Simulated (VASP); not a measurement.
Write the native input for VASP 6.6.1 that does the following.

- Task: band structure
- Functional: r2SCAN
- Potentials or basis: VASP PAW PBE potentials, release 64 (Hf_pv, Si, O)
- Cutoff: 520 eV
- k mesh: 6 × 6 × 6
- Occupations: gaussian, width 0.02 eV
- Spin: no spin polarisation
- Further INCAR settings: ALGO = Normal; EDIFF = 1e-06; NBANDS = 50

The structure of HfSiO4 lies in POSCAR:

```
HfSiO4
1.0
   -3.2794400000      3.2794400000      2.9794000000
    3.2794400000     -3.2794400000      2.9794000000
    3.2794400000      3.2794400000     -2.9794000000
Hf Si O
2 2 8
Direct
    0.0000000000      0.0000000000      0.0000000000
    0.7500000000      0.2500000000      0.5000000000
    0.2500000000      0.7500000000      0.5000000000
    0.5000000000      0.5000000000      0.0000000000
    0.1321300000      0.3174500000      0.8146800000
    0.0674500000      0.7527700000      0.6853200000
    0.0674500000      0.3821300000      0.3146800000
    0.5027700000      0.3174500000      0.1853200000
    0.6825500000      0.4972300000      0.8146800000
    0.6178700000      0.9325500000      0.6853200000
    0.2472300000      0.9325500000      0.3146800000
    0.6825500000      0.8678700000      0.1853200000
```

The cell is a database's computed one.

The input as run:

INCAR

```
ALGO = Normal
EDIFF = 1E-6
ENCUT = 520
ISIF = 2
ISMEAR = 0
LASPH = True
LCHARG = False
LMAXMIX = 4
LMIXTAU = True
LREAL = False
LWAVE = False
METAGGA = R2SCAN
NBANDS = 50
NELM = 80
PREC = Accurate
SIGMA = 0.02
```

KPOINTS

```
k-points
0
Gamma
  6 6 6
```

KPOINTS_OPT

```
path GXMGZPNZ1M,XP
10
line-mode
reciprocal
 0.0000000000  0.0000000000  0.0000000000  G
 0.0000000000  0.0000000000  0.5000000000  X

 0.0000000000  0.0000000000  0.5000000000  X
-0.5000000000  0.5000000000  0.5000000000  M

-0.5000000000  0.5000000000  0.5000000000  M
 0.0000000000  0.0000000000  0.0000000000  G

 0.0000000000  0.0000000000  0.0000000000  G
 0.4563470462  0.4563470462 -0.4563470462  Z

 0.4563470462  0.4563470462 -0.4563470462  Z
 0.2500000000  0.2500000000  0.2500000000  P

 0.2500000000  0.2500000000  0.2500000000  P
 0.0000000000  0.5000000000  0.0000000000  N

 0.0000000000  0.5000000000  0.0000000000  N
-0.4563470462  0.5436529538  0.4563470462  Z1

-0.4563470462  0.5436529538  0.4563470462  Z1
-0.5000000000  0.5000000000  0.5000000000  M

 0.0000000000  0.0000000000  0.5000000000  X
 0.2500000000  0.2500000000  0.2500000000  P
```

Potentials or basis: VASP PAW PBE potentials, release 64 (Hf_pv, Si, O).

Command:

```sh
$ cat potpaw_PBE.64/Hf_pv/POTCAR potpaw_PBE.64/Si/POTCAR potpaw_PBE.64/O/POTCAR > POTCAR
$ mpirun -np 1 vasp_std > vasp.out
```

Results of the run:

```yaml
Pressure: -0.3 GPa
Largest_force: 0.419 eV/Å
Band_gap_on_the_k_mesh: 6.08 eV, indirect (least direct gap 6.44 eV)
Band_gap_along_the_path: 6.06 eV, indirect (least direct gap 6.45 eV)
```

Caveat: the PAW data sets were made with another functional, which shifts forces and pressure a little; spin-orbit coupling is left out, which moves the levels of the heavy elements.

It took 20 min on 1 thread of Intel(R) Xeon(R) 6975P-C (Granite Rapids), on a shared host, peak memory 0.45 GiB.
